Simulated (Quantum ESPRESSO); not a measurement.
# C (Fd-3m) in Quantum ESPRESSO: notebook, part 2 of 2

Quantum ESPRESSO 7.5. Earlier steps stand in the parts before.

**4. Band structure, PBE**

The input, pw.in:

```
&CONTROL
  calculation = 'scf'
  prefix = 'pwscf'
  outdir = './tmp'
  pseudo_dir = './pseudo'
  tprnfor = .true.
  tstress = .true.
  disk_io = 'low'
/
&SYSTEM
  ibrav = 0
  nat = 2
  ntyp = 1
  ecutwfc = 88
  nbnd = 9
  occupations = 'smearing'
  smearing = 'fd'
  degauss = 0.00367493
/
&ELECTRONS
  conv_thr = 4d-10
  electron_maxstep = 120
  mixing_beta = 0.5
/
ATOMIC_SPECIES
C     12.0110 C_ONCV_PBE-1.2.upf
CELL_PARAMETERS angstrom
   0.0000000000    1.7833700000    1.7833700000
   1.7833700000    0.0000000000    1.7833700000
   1.7833700000    1.7833700000    0.0000000000
ATOMIC_POSITIONS crystal
C      0.7500000000    0.7500000000    0.7500000000
C      0.5000000000    0.5000000000    0.5000000000
K_POINTS automatic
13 13 13 0 0 0
```

The input, bands.in:

```
&CONTROL
  calculation = 'bands'
  prefix = 'pwscf'
  outdir = './tmp'
  pseudo_dir = './pseudo'
  disk_io = 'low'
  verbosity = 'high'
/
&SYSTEM
  ibrav = 0
  nat = 2
  ntyp = 1
  ecutwfc = 88
  nbnd = 9
  occupations = 'smearing'
  smearing = 'fd'
  degauss = 0.00367493
/
&ELECTRONS
  conv_thr = 1d-08
  electron_maxstep = 120
  mixing_beta = 0.5
  diago_full_acc = .true.
  startingwfc = 'random'
/
ATOMIC_SPECIES
C     12.0110 C_ONCV_PBE-1.2.upf
CELL_PARAMETERS angstrom
   0.0000000000    1.7833700000    1.7833700000
   1.7833700000    0.0000000000    1.7833700000
   1.7833700000    1.7833700000    0.0000000000
ATOMIC_POSITIONS crystal
C      0.7500000000    0.7500000000    0.7500000000
C      0.5000000000    0.5000000000    0.5000000000
K_POINTS crystal
60
 0.0000000000  0.0000000000  0.0000000000 1
 0.0625000000  0.0000000000  0.0625000000 1
 0.1250000000  0.0000000000  0.1250000000 1
 0.1875000000  0.0000000000  0.1875000000 1
 0.2500000000  0.0000000000  0.2500000000 1
 0.3125000000  0.0000000000  0.3125000000 1
 0.3750000000  0.0000000000  0.3750000000 1
 0.4375000000  0.0000000000  0.4375000000 1
 0.5000000000  0.0000000000  0.5000000000 1
 0.5000000000  0.0625000000  0.5625000000 1
 0.5000000000  0.1250000000  0.6250000000 1
 0.5000000000  0.1875000000  0.6875000000 1
 0.5000000000  0.2500000000  0.7500000000 1
 0.4375000000  0.3125000000  0.7500000000 1
 0.3750000000  0.3750000000  0.7500000000 1
 0.3375000000  0.3375000000  0.6750000000 1
 0.3000000000  0.3000000000  0.6000000000 1
 0.2625000000  0.2625000000  0.5250000000 1
 0.2250000000  0.2250000000  0.4500000000 1
 0.1875000000  0.1875000000  0.3750000000 1
 0.1500000000  0.1500000000  0.3000000000 1
 0.1125000000  0.1125000000  0.2250000000 1
 0.0750000000  0.0750000000  0.1500000000 1
 0.0375000000  0.0375000000  0.0750000000 1
 0.0000000000  0.0000000000  0.0000000000 1
 0.0625000000  0.0625000000  0.0625000000 1
 0.1250000000  0.1250000000  0.1250000000 1
 0.1875000000  0.1875000000  0.1875000000 1
 0.2500000000  0.2500000000  0.2500000000 1
 0.3125000000  0.3125000000  0.3125000000 1
 0.3750000000  0.3750000000  0.3750000000 1
 0.4375000000  0.4375000000  0.4375000000 1
 0.5000000000  0.5000000000  0.5000000000 1
 0.5250000000  0.4500000000  0.5250000000 1
 0.5500000000  0.4000000000  0.5500000000 1
 0.5750000000  0.3500000000  0.5750000000 1
 0.6000000000  0.3000000000  0.6000000000 1
 0.6250000000  0.2500000000  0.6250000000 1
 0.5833333333  0.2500000000  0.6666666667 1
 0.5416666667  0.2500000000  0.7083333333 1
 0.5000000000  0.2500000000  0.7500000000 1
 0.5000000000  0.2857142857  0.7142857143 1
 0.5000000000  0.3214285714  0.6785714286 1
 0.5000000000  0.3571428571  0.6428571429 1
 0.5000000000  0.3928571429  0.6071428571 1
 0.5000000000  0.4285714286  0.5714285714 1
 0.5000000000  0.4642857143  0.5357142857 1
 0.5000000000  0.5000000000  0.5000000000 1
 0.4821428571  0.4821428571  0.5357142857 1
 0.4642857143  0.4642857143  0.5714285714 1
 0.4464285714  0.4464285714  0.6071428571 1
 0.4285714286  0.4285714286  0.6428571429 1
 0.4107142857  0.4107142857  0.6785714286 1
 0.3928571429  0.3928571429  0.7142857143 1
 0.3750000000  0.3750000000  0.7500000000 1
 0.6250000000  0.2500000000  0.6250000000 1
 0.5937500000  0.1875000000  0.5937500000 1
 0.5625000000  0.1250000000  0.5625000000 1
 0.5312500000  0.0625000000  0.5312500000 1
 0.5000000000  0.0000000000  0.5000000000 1
```

Potentials or basis: SG15 PBE 1.2.

On the command line:

```sh
$ OMP_NUM_THREADS=1 pw.x -in pw.in > pw.out
$ OMP_NUM_THREADS=1 pw.x -in bands.in > bands.out
```

pw.out:

```text
This program is part of the open-source Quantum ESPRESSO suite
     for quantum simulation of materials; please cite
[... 9 lines left out ...]
     --------------------
     sticks:   dense  smooth     PW     G-vecs:    dense   smooth      PW
     Sum         559     559    169                 8609     8609    1471

     Using Slab Decomposition

     bravais-lattice index     =            0
     lattice parameter (alat)  =       4.7660  a.u.
     unit-cell volume          =      76.5510 (a.u.)^3
     number of atoms/cell      =            2
     number of atomic types    =            1
     number of electrons       =         8.00
     number of Kohn-Sham states=            9
     kinetic-energy cutoff     =      88.0000  Ry
     charge density cutoff     =     352.0000  Ry
     scf convergence threshold =      4.0E-10
     mixing beta               =       0.5000
     number of iterations used =            8  plain     mixing
     Exchange-correlation= PBE
                           (   1   4   3   4   0   0   0)

     celldm(1)=   4.766014  celldm(2)=   0.000000  celldm(3)=   0.000000
     celldm(4)=   0.000000  celldm(5)=   0.000000  celldm(6)=   0.000000

     crystal axes: (cart. coord. in units of alat)
               a(1) = (   0.000000   0.707107   0.707107 )
               a(2) = (   0.707107   0.000000   0.707107 )
               a(3) = (   0.707107   0.707107   0.000000 )

     reciprocal axes: (cart. coord. in units 2 pi/alat)
               b(1) = ( -0.707107  0.707107  0.707107 )
               b(2) = (  0.707107 -0.707107  0.707107 )
               b(3) = (  0.707107  0.707107 -0.707107 )

     PseudoPot. # 1 for C  read from file:
     C_ONCV_PBE-1.2.upf
     Pseudo is Norm-conserving, Zval =  4.0
     Generated using ONCVPSP code by D. R. Hamann
     Using radial grid of  602 points,  4 beta functions with:
                l(1) =   0
                l(2) =   0
                l(3) =   1
                l(4) =   1

     atomic species   valence    mass     pseudopotential
     C                 4.00    12.01100     C ( 1.00)

     48 Sym. Ops., with inversion, found (24 have fractional translation)

   Cartesian axes

     site n.     atom                  positions (alat units)
         1        C      tau(   1) = (   1.0606602   1.0606602   1.0606602  )
         2        C      tau(   2) = (   0.7071068   0.7071068   0.7071068  )

     number of k points=    84  Fermi-Dirac smearing, width (Ry)=  0.0037
                       cart. coord. in units 2pi/alat
        k(    1) = (   0.0000000   0.0000000   0.0000000), wk =   0.0009103
        k(    2) = (   0.0543928   0.0543928  -0.0543928), wk =   0.0072827
        k(    3) = (   0.1087857   0.1087857  -0.1087857), wk =   0.0072827
        k(    4) = (   0.1631785   0.1631785  -0.1631785), wk =   0.0072827
        k(    5) = (   0.2175713   0.2175713  -0.2175713), wk =   0.0072827
        k(    6) = (   0.2719641   0.2719641  -0.2719641), wk =   0.0072827
[... 76 lines left out ...]
        k(   83) = (   0.0000000  -0.4351426   0.6527140), wk =   0.0218480
        k(   84) = (  -0.0543928  -0.3807498   0.7071068), wk =   0.0218480

     Dense  grid:     8609 G-vectors     FFT dimensions: (  32,  32,  32)

     Initial potential from superposition of free atoms

     starting charge       7.9861, renormalised to       8.0000
     Starting wfcs are random

     Self-consistent Calculation

     iteration #  1     ecut=    88.00 Ry     beta= 0.50
     Davidson diagonalization with overlap
     ethr =  1.00E-02,  avg # of iterations =  8.3

     total energy              =     -22.78722805 Ry
     estimated scf accuracy    <       0.11473213 Ry

     iteration #  2     ecut=    88.00 Ry     beta= 0.50
     Davidson diagonalization with overlap
     ethr =  1.43E-03,  avg # of iterations =  1.0

     total energy              =     -22.78586377 Ry
     estimated scf accuracy    <       0.01695154 Ry

     iteration #  3     ecut=    88.00 Ry     beta= 0.50
     Davidson diagonalization with overlap
     ethr =  2.12E-04,  avg # of iterations =  2.1

     total energy              =     -22.78736648 Ry
     estimated scf accuracy    <       0.00012463 Ry

     iteration #  4     ecut=    88.00 Ry     beta= 0.50
     Davidson diagonalization with overlap
     ethr =  1.56E-06,  avg # of iterations =  6.2

     total energy              =     -22.78739918 Ry
     estimated scf accuracy    <       0.00000710 Ry

     iteration #  5     ecut=    88.00 Ry     beta= 0.50
     Davidson diagonalization with overlap
     ethr =  8.87E-08,  avg # of iterations =  1.8

     total energy              =     -22.78740018 Ry
     estimated scf accuracy    <       0.00000032 Ry

     iteration #  6     ecut=    88.00 Ry     beta= 0.50
     Davidson diagonalization with overlap
     ethr =  4.01E-09,  avg # of iterations =  1.7

     total energy              =     -22.78740021 Ry
     estimated scf accuracy    <       0.00000011 Ry

     iteration #  7     ecut=    88.00 Ry     beta= 0.50
     Davidson diagonalization with overlap
     ethr =  1.42E-09,  avg # of iterations =  1.0

     End of self-consistent calculation

          k = 0.0000 0.0000 0.0000 (  1067 PWs)   bands (ev):

    -8.1210  13.3130  13.3130  13.3130  18.9117  18.9117  18.9117  26.6606
    32.6414

          k = 0.0544 0.0544-0.0544 (  1049 PWs)   bands (ev):

    -7.9573  12.2526  13.0350  13.0350  19.2755  19.2755  19.5395  26.7979
    32.9131

          k = 0.1088 0.1088-0.1088 (  1058 PWs)   bands (ev):

    -7.4681   9.9917  12.4074  12.4074  20.1005  20.1005  20.5689  27.1969
    33.5173

          k = 0.1632 0.1632-0.1632 (  1071 PWs)   bands (ev):

    -6.6590   7.3978  11.7268  11.7268  20.9364  20.9364  21.3398  27.7817
    33.9760

          k = 0.2176 0.2176-0.2176 (  1071 PWs)   bands (ev):

    -5.5437   4.8018  11.1513  11.1513  21.4903  21.4903  21.8102  28.3806
    34.1863

          k = 0.2720 0.2720-0.2720 (  1059 PWs)   bands (ev):

    -4.1596   2.3778  10.7473  10.7473  21.7269  21.7269  22.0711  28.8005
    34.5376

          k = 0.3264 0.3264-0.3264 (  1068 PWs)   bands (ev):

    -2.7034   0.3876  10.5408  10.5408  21.7846  21.7846  22.1881  28.9802
    35.0685

          k = 0.1088-0.0000 0.0000 (  1058 PWs)   bands (ev):

    -7.9028  12.5200  12.5200  12.7895  18.7465  19.8909  19.8909  26.7729
    33.0143

          k = 0.1632 0.0544-0.0544 (  1048 PWs)   bands (ev):

    -7.5222  10.7560  11.7903  12.5062  18.9977  20.8561  20.8899  26.8712
    33.5441

          k = 0.2176 0.1088-0.1088 (  1059 PWs)   bands (ev):

    -6.8197   8.3081  11.0991  11.9206  19.7650  21.7478  21.7722  27.0841
    33.9989

          k = 0.2720 0.1632-0.1632 (  1071 PWs)   bands (ev):

    -5.8059   5.7369  10.5705  11.2308  20.5369  22.2928  22.3545  27.4891
    34.3203

          k = 0.3264 0.2176-0.2176 (  1065 PWs)   bands (ev):

    -4.5067   3.2648  10.2560  10.6069  21.0431  22.5310  22.5941  28.1252
    34.3509

          k = 0.3807 0.2720-0.2720 (  1070 PWs)   bands (ev):

    -3.0247   1.0873  10.1302  10.1720  21.3401  22.4308  22.7330  28.7347
    34.4710

          k =-0.2720-0.3807 0.3807 (  1072 PWs)   bands (ev):

    -2.2660   0.1527   9.8435  10.3154  21.5828  22.2111  22.7528  28.9849
    34.5626
[... 303 lines left out ...]
    -3.8726   5.2755   6.5200   9.1292  20.6339  23.4647  24.6887  26.7063
    34.4545

          k =-0.2176-0.4351 0.6527 (  1062 PWs)   bands (ev):

    -2.5371   3.5427   5.9944   8.3641  21.6221  23.1805  25.3219  27.6170
    33.0372

          k =-0.1632-0.3807 0.5983 (  1069 PWs)   bands (ev):

    -1.1574   1.8019   5.9397   7.8632  21.9218  23.1733  26.6257  27.7635
    31.5631

          k =-0.1632-0.4895 0.7071 (  1067 PWs)   bands (ev):

    -2.0673   3.8787   5.8024   7.1983  20.6115  22.5431  25.6987  28.5401
    34.1515

          k =-0.1088-0.4351 0.6527 (  1075 PWs)   bands (ev):

    -0.6862   2.5960   5.1047   6.6922  21.5111  23.7058  25.4780  28.3067
    32.9762

          k =-0.0544-0.3807 0.5983 (  1072 PWs)   bands (ev):

    -0.0413   1.9858   4.6081   6.8585  21.9340  24.4558  26.4317  26.9119
    32.1912

          k = 0.0000-0.3264 0.5439 (  1070 PWs)   bands (ev):

    -1.1997   3.0516   4.6576   7.4908  22.4401  23.4024  25.7137  28.0326
    31.9502

          k =-0.0544-0.4895 0.7071 (  1078 PWs)   bands (ev):

    -0.0066   2.0990   5.5625   5.9490  20.8732  21.5029  27.3930  28.7079
    34.5968

          k = 0.0000-0.4351 0.6527 (  1071 PWs)   bands (ev):

     0.8838   1.5383   4.5694   6.1270  21.4793  23.5729  26.7603  27.3327
    33.6906

          k =-0.0544-0.3807 0.7071 (  1061 PWs)   bands (ev):

     0.5682   2.0152   4.6838   5.6612  23.5342  23.6126  25.4076  26.6966
    33.6799

     the Fermi energy is    15.4467 ev

!    total energy              =     -22.78740022 Ry
     estimated scf accuracy    <          3.2E-10 Ry
     smearing contrib. (-TS)   =       0.00000000 Ry
     internal energy E=F+TS    =     -22.78740022 Ry

     The total energy is F=E-TS. E is the sum of the following terms:
     one-electron contribution =       7.96439434 Ry
     hartree contribution      =       1.93985490 Ry
     xc contribution           =      -7.11696095 Ry
     ewald contribution        =     -25.57468850 Ry

     convergence has been achieved in   7 iterations

     Forces acting on atoms (cartesian axes, Ry/au):

     atom    1 type  1   force =     0.00000000    0.00000000    0.00000000
     atom    2 type  1   force =     0.00000000    0.00000000    0.00000000

     Total force =     0.000000     Total SCF correction =     0.000000

     Computing stress (Cartesian axis) and pressure

          total   stress  (Ry/bohr**3)                   (kbar)     P=        4.43
   0.00003011  -0.00000000  -0.00000000            4.43       -0.00       -0.00
  -0.00000000   0.00003011  -0.00000000           -0.00        4.43       -0.00
  -0.00000000  -0.00000000   0.00003011           -0.00       -0.00        4.43

=------------------------------------------------------------------------------=
   JOB DONE.
=------------------------------------------------------------------------------=
```

Run time: 13 s. Hardware: 1 thread of Arm Neoverse V1, shared host; peak memory 0.09 GiB.

Results:

```
Free energy             : -310.0384 eV
Pressure                : 0.4 GPa
Band gap on the k mesh  : 4.19 eV, indirect (least direct gap 5.60 eV)
Band gap along the path : 4.18 eV, indirect (least direct gap 5.60 eV)
```

Levels at the corners of the path, in eV from the valence-band top:
```csv
point,band 2,band 3,band 4,band 5,band 6,band 7
Γ,0.00,0.00,0.00,5.60,5.60,5.60
X,-12.73,-6.29,-6.29,4.81,4.81,16.75
W,-11.94,-8.31,-8.31,10.64,10.64,12.32
K,-11.70,-9.30,-5.36,5.72,10.77,14.34
Γ,0.00,0.00,0.00,5.60,5.60,5.60
L,-13.35,-2.80,-2.80,8.48,8.48,8.89
U,-11.70,-9.30,-5.36,5.72,10.77,14.34
W,-11.94,-8.31,-8.31,10.64,10.64,12.32
L,-13.35,-2.80,-2.80,8.48,8.48,8.89
K,-11.70,-9.30,-5.36,5.72,10.77,14.34
U,-11.70,-9.30,-5.36,5.72,10.77,14.34
X,-12.73,-6.29,-6.29,4.81,4.81,16.75
```

PBE gaps usually lie below the measured ones, often by a third to a half.

**5. Band structure, RPBE**

pw.in: that of step 4 with these lines changed.

```diff
@@ -15,2 +15,3 @@
   nbnd = 9
+  input_dft = 'rpbe'
   occupations = 'smearing'
```

bands.in: that of step 4 with these lines changed.

```diff
@@ -14,2 +14,3 @@
   nbnd = 9
+  input_dft = 'rpbe'
   occupations = 'smearing'
```

On the command line:

```sh
$ OMP_NUM_THREADS=1 pw.x -in pw.in > pw.out
$ OMP_NUM_THREADS=1 pw.x -in bands.in > bands.out
```

It took 13 s on 1 thread of Arm Neoverse V1, shared host; peak memory 0.09 GiB.

It converged, with:

- Free energy: -310.1701 eV
- Pressure: 1.9 GPa
- Band gap on the k mesh: 4.26 eV, indirect (least direct gap 5.61 eV)
- Band gap along the path: 4.25 eV, indirect (least direct gap 5.61 eV)

Levels at the corners of the path, in eV from the valence-band top:
```tsv
point	band 1	band 2	band 3	band 4	band 5	band 6	band 7	band 8	band 9
Γ	-21.39	0.00	0.00	0.00	5.61	5.61	5.61	13.37	19.54
X	-12.71	-12.71	-6.28	-6.28	4.90	4.90	16.75	16.75	23.28
W	-11.93	-11.93	-8.27	-8.27	10.73	10.73	12.33	12.33	21.37
K	-12.93	-11.68	-9.25	-5.35	5.81	10.82	14.34	15.61	18.79
Γ	-21.39	0.00	0.00	0.00	5.61	5.61	5.61	13.37	19.54
L	-15.65	-13.30	-2.80	-2.80	8.50	8.50	8.93	15.79	22.01
U	-12.93	-11.68	-9.25	-5.35	5.81	10.82	14.34	15.61	18.79
W	-11.93	-11.93	-8.27	-8.27	10.73	10.73	12.33	12.33	21.37
L	-15.65	-13.30	-2.80	-2.80	8.50	8.50	8.93	15.79	22.01
K	-12.93	-11.68	-9.25	-5.35	5.81	10.82	14.34	15.61	18.79
U	-12.93	-11.68	-9.25	-5.35	5.81	10.82	14.34	15.61	18.79
X	-12.71	-12.71	-6.28	-6.28	4.90	4.90	16.75	16.75	23.28
```

Caveat: the potentials were made for another functional, which shifts forces and pressure.

**6. Overview**

```tsv
level	form of the LDA correlation	gap on the mesh (eV)	pressure (GPa)
LDA	PZ81	3.94	-2.2
PBEsol	-	4.00	-2.7
PBE	-	4.19	0.4
RPBE	-	4.26	1.9
```

Alike in all rows: task band structure; potentials or basis SG15 PBE 1.2; no spin polarisation; cell as given; k mesh 13 × 13 × 13; cutoff (eV) 1197; smearing fermi-dirac 0.05 eV.

On the cell as given the gap runs from 3.94 eV (LDA) to 4.25 eV (RPBE). The pressure there spans -2.7 GPa (PBEsol) to 1.9 GPa (RPBE); a positive pressure means that this level wants a larger cell, a negative one a smaller.

Caveats: the potentials were made for another functional, which shifts forces and pressure (some runs).

Total energies depend on the potentials used, so only differences within one code and one set of settings carry meaning.
